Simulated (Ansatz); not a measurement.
## Pt under changes of volume

One of the cells (15.815 Å³/atom); the others are scaled copies at fixed shape and fractional positions:

```
CELL_PARAMETERS angstrom
2.76067 0.00000 0.00000
-1.38033 2.39081 0.00000
0.00000 0.00000 4.79213
ATOMIC_POSITIONS crystal
Pt 0.33333 0.66667 0.25000
Pt 0.66667 0.33333 0.75000
```

This isn't the form of Pt at room conditions, which is fcc.

```yaml
Program: Ansatz 0.2.0
Functional: LDA
Potentials_or_basis: Ansatz PAW
Cutoff: "420 eV (not typed: the program's choice for these potentials)"
k_mesh: 11 × 11 × 6
Occupations: fermi-dirac, width 0.05 eV
Spin: no spin polarisation
```

```csv
volume (Å³/atom),energy over the lowest point (meV/atom),pressure (GPa)
14.866,0.00,0.2
15.182,?,?
15.498,22.92,-11.1
15.815,49.61,-15.6
16.131,84.72,-19.6
16.447,127.16,-23.0
16.763,175.94,-26.0
```

Problem. What does the run at 15.182 Å³/atom give?

Solution. Energy over the lowest point 5.92 meV/atom; pressure -5.8 GPa.

Worked out: A Birch-Murnaghan fit of order 3 (a polynomial in V^(-2/3)) to the other rows has its minimum at 14.87 Å³/atom with B0 = V·E''(V) = 301 GPa and B' = 5.3 at fixed shape and positions, which overstates the stiffness. It gives 5.92 meV/atom at 15.182 Å³/atom, against the run's 5.92, and -dE/dV = -5.9 GPa, against -5.8.

Energies are extrapolated to zero smearing.

Caveats: the PAW data sets come from PBE, with cores solved anew for the run's functional, which leaves a small shift of forces and pressure.
